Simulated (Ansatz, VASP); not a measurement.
## One calculation of Na, two programs

Contents of run.py:

```python
from ase.calculators.vasp import Vasp
from ase.dft.bandgap import bandgap
from ase.spacegroup import crystal

atoms = crystal(
    ['Na'],
    basis=[[0.0, 0.0, 0.0]],
    spacegroup=229,
    setting=1,
    cellpar=[4.282, 4.282, 4.282, 90.0, 90.0, 90.0],
    primitive_cell=True,
)
calc = Vasp(
    directory='calc',
    xc='rpbe',
    pp='PBE',
    setups='minimal',
    prec='Accurate',
    encut=500,
    ediff=1e-06,
    ismear=0,
    sigma=0.02,
    lreal=False,
    lasph=True,
    nelm=100,
    algo='Normal',
    isif=2,
    lwave=False,
    lcharg=False,
    kpts=[9, 9, 9],
    gamma=True,
    nbands=6,
)
atoms.calc = calc

print('energy (eV):', atoms.get_potential_energy())
print('free energy (eV):', atoms.get_potential_energy(force_consistent=True))
print('forces (eV/A):')
print(atoms.get_forces())
print('stress (eV/A^3, Voigt):', atoms.get_stress())
print('Fermi level (eV):', calc.get_fermi_level())
gap, top, bottom = bandgap(calc)
print('band gap (eV):', gap, 'from (spin, k, band)', top, 'to', bottom)
```

The input input.yaml:

```yaml
crystal:
  lattice:
    - [-2.141, 2.141, 2.141]
    - [2.141, -2.141, 2.141]
    - [2.141, 2.141, -2.141]
  atoms:
    - { symbol: Na, position: [0.0, 0.0, 0.0] }
hamiltonian:
  xc: rpbe
  pseudopotentials: { kind: paw }
kpoints:
  mp_grid: { grid: [9, 9, 9] }
scf:
  occupations: { method: gaussian, width: 0.02 }
output:
  forces: true
  stress: true
  eigenvalues: true
```

Alike in both runs: task single point; functional RPBE; k mesh 9 × 9 × 9; occupations gaussian, width 0.02 eV; no spin polarisation.

```csv
,VASP,Ansatz
version,VASP 6.6.1,Ansatz 0.2.0
potentials or method,"VASP PAW PBE potentials, release 64 (Na)",Ansatz PAW
plane-wave cutoff (eV),500,420
valence electrons in the cell,1,9
```

```tsv
	VASP	Ansatz	Ansatz less VASP
gap on the k mesh at the Fermi level (eV)	none	none	-
pressure (GPa)	0.0	0.0	+0.03
```

A gap of «none» marks a metal or a gap that the smearing closes. The two sets of potentials don't hold the same shells in valence.

Caveats: the PAW data sets were made with another functional, which shifts forces and pressure a little (VASP); the PAW data sets come from PBE, with cores solved anew for the run's functional, which leaves a small shift of forces and pressure (Ansatz).
